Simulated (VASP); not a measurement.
Rh:

```xyz
2
Lattice="2.6923 0.0000 0.0000 -1.3462 2.3316 0.0000 0.0000 0.0000 4.3966" Properties=species:S:1:pos:R:3 pbc="T T T"
Rh    0.0000    1.5544    1.0992
Rh    1.3462    0.7772    3.2975
```

This isn't the form of Rh at room conditions, which is fcc.

* Program: VASP 6.6.1
* Task: relaxation of cell and atoms
* Functional: PBEsol
* Potentials or basis: VASP PAW PBE potentials, release 64 (Rh)
* Cutoff: 580 eV
* k mesh: 18 × 18 × 10
* Occupations: gaussian, width 0.1 eV
* Spin: no spin polarisation

At the start: pressure -6.2 GPa; volume 13.80 Å³/atom.

Q: How do energy, volume and symmetry change on relaxing?

A: Over 9 steps the energy falls by 7.8 meV/atom and the volume is 13.50 Å³/atom (-2.2 %); space group P6_3/mmc (No. 194, to 0.05 Å).

The path:
```csv
step,energy change (eV),largest force (eV/Å),pressure (GPa),volume (Å³)
1,0.0000,0.0000,-6.24,27.60
2,0.0693,0.0000,19.37,25.50
3,-0.0141,0.0000,0.24,26.97
4,-0.0141,0.0000,0.38,26.95
5,-0.0155,0.0000,0.04,26.99
6,-0.0156,0.0000,0.07,26.98
7,-0.0156,0.0000,0.06,26.99
8,-0.0155,0.0000,-0.14,27.00
9,-0.0156,0.0000,0.01,26.99
```

Final structure:
```
Rh
1.0
     2.68528    0.00000    0.00000
    -1.34264    2.32552    0.00000
     0.00000    0.00000    4.32209
Rh
2
Direct
  0.33333 0.66667 0.25000
  0.66667 0.33333 0.75000
```

Caveat: the PAW data sets were made with another functional, which shifts forces and pressure a little.
